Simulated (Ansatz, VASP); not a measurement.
BAs2 in VASP and in Ansatz

```xyz
3
Lattice="4.7438 0.0000 0.0000 -2.3719 4.1082 0.0000 0.0000 0.0000 2.5650" Properties=species:S:1:pos:R:3 pbc="T T T"
B     0.0000    0.0000    0.0000
As    0.0000    2.7388    1.2825
As    2.3719    1.3694    1.2825
```

Alike in both runs: functional PBE; k mesh 6 × 6 × 6; occupations gaussian, width 0.1 eV; no spin polarisation.

Ansatz relaxed the structure, and its values are those at the end. VASP's run is a single point on that final structure, the one shown.

```csv
,VASP,Ansatz
version,VASP 6.6.1,Ansatz 0.2.0
potentials or method,"VASP PAW PBE potentials, release 64 (B, As)","scalar-relativistic, plane waves, PAW"
plane-wave cutoff (eV),520,420
valence electrons in the cell,13,33
```

```tsv
	VASP	Ansatz	Ansatz less VASP
gap on the k mesh at the Fermi level (eV)	none	none	-
pressure (GPa)	0.3	0.1	-0.17
```

A gap of «none» marks a metal or a gap that the smearing closes. With one functional, cell and mesh, what is left measures potentials, basis and numerics. The two sets of potentials don't hold the same shells in valence.

Caveats: the k mesh is coarse (spacing up to 0.41 Å⁻¹), so the values aren't converged.
